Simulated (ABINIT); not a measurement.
The system is BAs.

```
As B
1.0
     0.00000    2.38850    2.38850
     2.38850    0.00000    2.38850
     2.38850    2.38850    0.00000
As B
1 1
Direct
  0.75000 0.75000 0.75000
  0.00000 0.00000 0.00000
```

Base run:

```yaml
Program: ABINIT 10.8.3 (patched build)
Functional: LDA
Potentials_or_basis: JTH PAW LDA v2.0
Cutoff: 408 eV
k_mesh: 10 × 10 × 10
Occupations: fermi-dirac, width 0.05 eV
Spin: spin-orbit coupling, no magnetisation
```

Its results: band gap on the k mesh 1.06 eV, indirect (least direct gap 3.04 eV); pressure -4.1 GPa.

**Question.** The run is repeated on the same cell with these changes: functional from LDA to PBEsol; potentials or basis from JTH PAW LDA v2.0 to JTH PAW PBE v2.0 sp; valence electrons from 18 to 8. What comes out?

**Answer.** Band gap on the k mesh 1.02 eV, indirect (least direct gap 3.07 eV); pressure 0.0 GPa.

Caveats: the PAW data sets were made with another functional, which shifts forces and pressure a little (some runs); this set keeps more shells in the core, which shifts pressures and gaps (some runs).
